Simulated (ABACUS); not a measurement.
Na:

```
CELL_PARAMETERS angstrom
-2.14100 2.14100 2.14100
2.14100 -2.14100 2.14100
2.14100 2.14100 -2.14100
ATOMIC_POSITIONS crystal
Na 0.00000 0.00000 0.00000
```

* Program: ABACUS 3.10.1
* Task: relaxation of cell and atoms
* Functional: HLE16
* Potentials or basis: SSSP 1.3 efficiency PBE
* Cutoff: 748 eV
* Density cutoff: 5987 eV
* Basis: plane waves
* k mesh: 7 × 7 × 7
* Occupations: fermi-dirac, width 0.05 eV
* Spin: no spin polarisation

At the start: pressure -0.6 GPa; volume 39.26 Å³/atom.

Task: Where does the relaxation end?

Result: Over 3 steps the energy falls by 5.1 meV/atom and the volume is 36.21 Å³/atom (-7.8 %); space group Im-3m (No. 229, to 0.05 Å).

Step by step:
```csv
step,energy change (eV),largest force (eV/Å),pressure (GPa),volume (Å³)
1,0.0000,0.0000,-0.58,39.26
2,-0.0008,0.0000,-0.54,39.02
3,-0.0051,0.0000,0.04,36.21
```

Final structure:
```yaml
crystal:
  lattice:
    - [-2.08419, 2.08419, 2.08419]
    - [2.08419, -2.08419, 2.08419]
    - [2.08419, 2.08419, -2.08419]
  atoms:
    - { symbol: Na, position: [0.00000, 0.00000, 0.00000] }
```

Caveat: the potentials were made for a functional far from this one; the potentials were made for another functional, which shifts forces and pressure.
